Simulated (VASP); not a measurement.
# Nb (Fm-3m) in VASP: notebook

One crystal, Nb, is run at these levels: PBE; tasks: single point.

All numbers are computed with VASP 6.6.1; they aren't measurements. Logs are shortened: lines on timing, memory, paths and dates and some standing lists are left out, and cuts for length are marked.

## Step 1: The crystal as given

Symmetry: Fm-3m, No. 225, cubic system. Conventional cell: a = 4.230 Å, b = 4.230 Å, c = 4.230 Å, α = 90.00°, β = 90.00°, γ = 90.00°. Around Nb (site symmetry m-3m) lie 12 Nb at 2.99 Å.

This isn't the form of Nb at room conditions, which is bcc.

## Step 2: Single point, PBE

File INCAR:

```
PREC     = Accurate       # precision mode
ENCUT    = 520            # plane-wave cutoff, eV
EDIFF    = 1E-6           # SCF threshold, eV
ISMEAR   = 0              # smearing method
SIGMA    = 0.15           # smearing width, eV
LREAL    = F              # projectors in reciprocal space
LASPH    = T              # aspherical terms in the spheres
NELM     = 80             # most SCF steps
ALGO     = Normal         # electronic algorithm
ISIF     = 2              # what is computed and relaxed
LWAVE    = F              # write WAVECAR
LCHARG   = T              # write CHGCAR
GGA      = PE             # functional
LELF     = T              # ELF
LVHAR    = T            
NBANDS   = 12             # bands
```

File KPOINTS:

```
regular mesh
0
Gamma
  22 22 22
```

File POSCAR:

```
Nb
1.0
    0.0000000000      2.1150000000      2.1150000000
    2.1150000000      0.0000000000      2.1150000000
    2.1150000000      2.1150000000      0.0000000000
Nb
1
Direct
    0.0000000000      0.0000000000      0.0000000000
```

Potentials or basis: VASP PAW PBE potentials, release 64 (Nb_sv).

The run is started by

```sh
$ cat potpaw_PBE.64/Nb_sv/POTCAR > POTCAR
$ mpirun -np 1 vasp_std > vasp.out
```

OUTCAR:

```text
PREC = Accurate
   ENCUT = 520
   EDIFF = 1E-6
   ISMEAR = 0
   LREAL = F
   LASPH = T
   NELM = 80
   ISIF = 2
   GGA = PE

 ion  position               nearest neighbor table
   1  0.000  0.000  0.000-

  LATTYP: Found a face centered cubic cell.
 ALAT       =     4.2300000000

  Lattice vectors:

 A1 = (   0.0000000000,   2.1150000000,   2.1150000000)
 A2 = (   2.1150000000,   0.0000000000,   2.1150000000)
 A3 = (   2.1150000000,   2.1150000000,   0.0000000000)

Analysis of symmetry for initial positions (statically):
=====================================================================
 Subroutine PRICEL returns:
 Original cell was already a primitive cell.

 Routine SETGRP: Setting up the symmetry group for a
 face centered cubic supercell.

 Subroutine GETGRP returns: Found 48 space group operations
 (whereof 48 operations were pure point group operations)
 out of a pool of 48 trial point group operations.

The static configuration has the point symmetry O_h .

Analysis of symmetry for dynamics (positions and initial velocities):
=====================================================================
 Subroutine PRICEL returns:
 Original cell was already a primitive cell.

 Routine SETGRP: Setting up the symmetry group for a
 face centered cubic supercell.

 Subroutine GETGRP returns: Found 48 space group operations
 (whereof 48 operations were pure point group operations)
 out of a pool of 48 trial point group operations.

The dynamic configuration has the point symmetry O_h .

 Subroutine INISYM returns: Found 48 space group operations
 (whereof 48 operations are pure point group operations),
 and found     1 'primitive' translations

----------------------------------------------------------------------------------------

                                     Primitive cell

  volume of cell :      18.9217

  direct lattice vectors                    reciprocal lattice vectors
     0.000000000  2.115000000  2.115000000    -0.236406619  0.236406619  0.236406619
     2.115000000  0.000000000  2.115000000     0.236406619 -0.236406619  0.236406619
     2.115000000  2.115000000  0.000000000     0.236406619  0.236406619 -0.236406619

  length of vectors
     2.991061684  2.991061684  2.991061684     0.409468276  0.409468276  0.409468276

  position of ions in fractional coordinates (direct lattice)
     0.000000000  0.000000000  0.000000000

  ion indices of the primitive-cell ions
   primitive index   ion index
                 1           1

----------------------------------------------------------------------------------------

 KPOINTS: regular mesh

Automatic generation of k-mesh.
 Grid dimensions read from file:
 generate k-points for:   22   22   22

 Generating k-lattice:

  Cartesian coordinates                     Fractional coordinates (reciprocal lattice)
    -0.010745755  0.010745755  0.010745755     0.045454545  0.000000000  0.000000000
     0.010745755 -0.010745755  0.010745755     0.000000000  0.045454545  0.000000000
     0.010745755  0.010745755 -0.010745755     0.000000000  0.000000000  0.045454545

  Length of vectors
     0.018612194  0.018612194  0.018612194

  Shift w.r.t. Gamma in fractional coordinates (k-lattice)
     0.000000000  0.000000000  0.000000000

 Subroutine IBZKPT returns following result:
 ===========================================

 Found    328 irreducible k-points:

 Following reciprocal coordinates:
            Coordinates               Weight
  0.000000  0.000000  0.000000      1.000000
  0.045455  0.000000  0.000000      8.000000
  0.090909  0.000000  0.000000      8.000000
  0.136364  0.000000  0.000000      8.000000
  0.181818  0.000000  0.000000      8.000000
  0.227273  0.000000  0.000000      8.000000
[... 16 lines left out ...]
  0.500000  0.045455  0.000000     24.000000
 -0.454545  0.045455  0.000000     24.000000
 [... further k-points ...]
   k-points           NKPTS =    328   k-points in BZ     NKDIM =    328   number of bands    NBANDS=     12
   number of dos      NEDOS =    301   number of ions     NIONS =      1
   total plane-waves  NPLWV =  13824
   dimension x,y,z NGX =    24 NGY =   24 NGZ =   24
   dimension x,y,z NGXF=    48 NGYF=   48 NGZF=   48
   ions per type =               1
   NGX,Y,Z   is equivalent  to a cutoff of  13.34, 13.34, 13.34 a.u.
   NGXF,Y,Z  is equivalent  to a cutoff of  26.68, 26.68, 26.68 a.u.
 SYSTEM =  unknown system
   PREC   = accura    normal or accurate (medium, high low for compatibility)
   ISTART =      0    job   : 0-new  1-cont  2-samecut
   ICHARG =      2    charge: 1-file 2-atom 10-const
   ISPIN  =      1    spin polarized calculation?
   LNONCOLLINEAR =      F non collinear calculations
   LSORBIT =      F    spin-orbit coupling
   LASPH  =      T    aspherical Exc in radial PAW
   ENCUT  =  520.0 eV  38.22 Ry    6.18 a.u.   5.56  5.56  5.56*2*pi/ulx,y,z
   NELM   =     80;   NELMIN=  2; NELMDL= -5     # of ELM steps
   EDIFF  = 0.1E-05   stopping-criterion for ELM
   LREAL  =      F    real-space projection
   EDIFFG = 0.1E-04   stopping-criterion for IOM
   NSW    =      0    number of steps for IOM
   IBRION =     -1    ionic relax: 0-MD 1-quasi-New 2-CG
   NFREE  =      0    steps in history (QN), initial steepest desc. (CG)
   ISIF   =      2    stress and relaxation
   ISYM   =      2    0-nonsym 1-usesym 2-fastsym
   POTIM  = 0.5000    time-step for ionic-motion
   TEBEG  =    0.0;   TEEND  =   0.0 temperature during run
   PSTRESS=    0.0 pullay stress
   NELECT =      13.0000    total number of electrons
   NUPDOWN=      -1.0000    fix difference up-down
   EMIN   =  10.00;   EMAX   =-10.00  energy-range for DOS
   EFERMI =   0.00;   METHOD = LEGACY
   ISMEAR =     0;   SIGMA  =   0.15  broadening in eV -4-tet -1-fermi 0-gaus
   EFERMI_NEDOS =   21; number of points for ismear=-14 and -15
   IALGO  =     38    algorithm
   IMIX   =      4    mixing-type and parameters
     AMIX     =   0.40;   BMIX     =  1.00
     AMIX_MAG =   1.60;   BMIX_MAG =  1.00
  volume/ion in A,a.u.               =      18.92       127.69
  Fermi-wavevector in a.u.,A,eV,Ry     =   1.444560  2.729823 28.392005  2.086754
  Thomas-Fermi vector in A             =   2.562841
   LORBIT       =      0    0 simple, 1 ext, 2 COOP (PROOUT), +10 PAW based schemes
   GGA     = PE    functional components
   LHFCALC =     F    Hartree Fock is set to
   AEXX    =    0.0000 exact exchange contribution
   IVDW    =     0    specifies the selected vdW correction
   LEPSILON=     F    determine dielectric tensor
   LRPA    =     F    only Hartree local field effects (RPA)
 non-spin polarized calculation
 Gauss-broadening in eV      SIGMA  =   0.15
  energy-cutoff  :      520.00
  volume of cell :       18.92
 maximum number of plane-waves:       532
   NGX = 11   NGY = 11   NGZ = 11

 number of electron      13.0000001 magnetization

 Free energy of the ion-electron system (eV)
  ---------------------------------------------------
  ext. energy  EPLUGINS =         0.00000000
  ---------------------------------------------------
  free energy    TOTEN  =        -9.90113902 eV

  energy without entropy =       -9.88396195  energy(sigma->0) =       -9.89255049

 E-fermi :  10.8555     XC(G=0): -12.2508

 val. band max:       10.8529890172   @ k =  -0.1818   0.1818   0.0455
 cond. band min:      10.8560229262   @ k =   0.0455   0.0455   0.0000
 fundamental gap:      0.0030339090
 Fermi energy:        10.8554744845

 k-point     1 :       0.0000    0.0000    0.0000
  band No.  band energies     occupation
      1     -43.9526      2.00000
      2     -19.3547      2.00000
      3     -19.3547      2.00000
      4     -19.3547      2.00000
      5       4.6467      2.00000
      6      10.9608      0.32066
      7      10.9608      0.32066
      8      10.9608      0.32066
      9      13.5246      0.00000
     10      13.5246      0.00000
     11      22.6627      0.00000
     12      27.4047      0.00000

 k-point     2 :       0.0455    0.0000    0.0000
  band No.  band energies     occupation
      1     -43.9489      2.00000
      2     -19.3797      2.00000
      3     -19.3578      2.00000
      4     -19.3578      2.00000
      5       4.7236      2.00000
      6      10.8999      0.67557
      7      10.9967      0.18314
      8      10.9967      0.18314
      9      13.4922      0.00000
     10      13.4922      0.00000
     11      22.8186      0.00000
     12      27.0463      0.00000

 k-point     3 :       0.0909    0.0000    0.0000
  band No.  band energies     occupation
      1     -43.9380      2.00000
      2     -19.4523      2.00000
      3     -19.3669      2.00000
      4     -19.3669      2.00000
      5       4.9482      2.00000
      6      10.7348      1.74479
      7      11.0953      0.02377
      8      11.0953      0.02377
      9      13.4104      0.00000
     10      13.4104      0.00000
     11      23.2568      0.00000
     12      26.2623      0.00000
[... 286 lines left out ...]
 k-point    23 :       0.5000    0.0455    0.0000
  band No.  band energies     occupation
      1     -43.7646      2.00000
      2     -20.5012      2.00000
      3     -19.5202      2.00000
      4     -19.5104      2.00000
      5       7.1159      2.00000
      6      10.6742      1.91256
      7      10.8451      1.07798
      8      12.0551      0.00000
      9      15.4660      0.00000
     10      15.5933      0.00000
     11      21.1438      0.00000
     12      22.5818      0.00000

 k-point    24 :      -0.4545    0.0455    0.0000
  band No.  band energies     occupation
      1     -43.7659      2.00000
      2     -20.4939      2.00000
      3     -19.5235      2.00000
      4     -19.5051      2.00000
      5       7.1186      2.00000
      6      10.6938      1.87266
      7      10.8442      1.08477
      8      12.0000      0.00000
      9      15.3218      0.00000
     10      15.6574      0.00000
     11      21.1828      0.00000
     12      22.6587      0.00000

 [... further k-points ...]
[... 5 lines left out ...]
  --------------------------------------------------------------------------------------
  -------------------------------------------------------------------------------------
  Total       -0.1906526     -0.1906526     -0.1906526      0.0000000     -0.0000000      0.0000000
  in kB      -16.1432958    -16.1432958    -16.1432958      0.0000000     -0.0000000      0.0000000
  external PRESSURE =     -16.1432958 kB  Pullay stress =       0.0000000 kB

 VOLUME and BASIS-vectors are now :
 -----------------------------------------------------------------------------
  energy-cutoff  :      520.00
  volume of cell :       18.92
      direct lattice vectors                 reciprocal lattice vectors
     0.000000000  2.115000000  2.115000000    -0.236406619  0.236406619  0.236406619
     2.115000000  0.000000000  2.115000000     0.236406619 -0.236406619  0.236406619
     2.115000000  2.115000000  0.000000000     0.236406619  0.236406619 -0.236406619

 POSITION                                       TOTAL-FORCE (eV/Angst)
 -----------------------------------------------------------------------------------
      0.00000      0.00000      0.00000        -0.000000     -0.000000     -0.000000
 -----------------------------------------------------------------------------------
    total drift:                                0.000000      0.000000      0.000000

  FREE ENERGIE OF THE ION-ELECTRON SYSTEM (eV)
  ---------------------------------------------------
  free  energy   TOTEN  =        -9.9011390238 eV

  energy  without entropy=       -9.8839619512  energy(sigma->0) =       -9.89255049
```

Run time: 49 s. Hardware: 1 thread of Intel Xeon Platinum 8488C (Sapphire Rapids), shared host; peak memory 0.19 GiB.

What came out:

```
Free energy            : -9.9011 eV
Pressure               : -1.6 GPa
Band gap on the k mesh : none (metal or under the smearing width)
```

## Step 3: Single point, PBE

File INCAR:

```
  PREC = Accurate
  ENCUT = 520
  EDIFF = 1E-6
  ISMEAR = 0
  SIGMA = 0.15
  LREAL = False
  LASPH = True
  NELM = 60
  ALGO = Normal
  ISIF = 2
  LWAVE = False
  LCHARG = False
  GGA = PE
  NBANDS = 12
```

File KPOINTS:

```
regular mesh
0
Gamma
  20 20 20
```

POSCAR is that of step 2.

Potentials or basis: VASP PAW PBE potentials, release 64 (Nb_sv).

The run is started by

```sh
$ cat potpaw_PBE.64/Nb_sv/POTCAR > POTCAR
$ mpirun -np 1 vasp_std > vasp.out
```

Wall time 35 s (1 thread of Intel Xeon Platinum 8488C (Sapphire Rapids), shared host); peak memory 0.18 GiB.

The run converged. Its results:

| Item | Value |
| --- | --- |
| Free energy | -9.9010 eV |
| Pressure | -1.7 GPa |
| Band gap on the k mesh | none (metal or under the smearing width) |

Levels at points of the mesh, in eV from the Fermi level:
```tsv
k point	band 2	band 3	band 4	band 5	band 6	band 7	band 8	band 9	band 10	band 11
(0.00, 0.00, 0.00)	-30.21	-30.21	-30.21	-6.21	0.10	0.10	0.10	2.66	2.66	11.80
(0.50, 0.00, 0.00)	-31.37	-30.36	-30.36	-3.81	-0.08	-0.08	1.33	4.60	4.60	10.33
(0.50, 0.50, 0.00)	-31.29	-30.62	-30.62	-4.01	-3.28	3.53	4.58	5.15	5.15	11.18
```
